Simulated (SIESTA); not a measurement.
W under changes of volume

One of the cells (16.165 Å³/atom); the others are scaled copies at fixed shape and fractional positions:

```
W
1.0
    -1.59282    1.59282    1.59282
     1.59282   -1.59282    1.59282
     1.59282    1.59282   -1.59282
W
1
Direct
  0.00000 0.00000 0.00000
```

* Program: SIESTA 5.4.2
* Functional: PBE
* Potentials or basis: PseudoDojo 0.4 standard (PBE files)
* Basis: DZP (energy shift 0.003 Ry; two zetas on semicore shells)
* Grid cutoff: 800 Ry
* Energy shift: 0.003 Ry
* k mesh: 12 × 12 × 12
* Occupations: fermi-dirac, width 0.05 eV
* Spin: no spin polarisation

```tsv
volume (Å³/atom)	energy over the lowest point (meV/atom)	pressure (GPa)
14.897	?	?
15.214	82.50	25.8
15.531	39.73	17.5
16.165	0.02	3.0
16.482	0.00	-3.1
16.798	11.53	-8.6
```

Task: What does the run at 14.897 Å³/atom give?

Result: Energy over the lowest point 142.27 meV/atom; pressure 35.0 GPa.

Worked out: A Birch-Murnaghan fit of order 3 (a polynomial in V^(-2/3)) to the other rows has its minimum at 16.32 Å³/atom with B0 = V·E''(V) = 316 GPa and B' = 4.4. It gives 142.80 meV/atom at 14.897 Å³/atom, against the run's 142.27, and -dE/dV = 35.2 GPa, against 35.0.

Energies are extrapolated to zero smearing.

Caveats: short orbitals over semicore shells can move pressures by several GPa; the basis of atomic orbitals isn't converged, which shifts pressures, moduli and gaps.
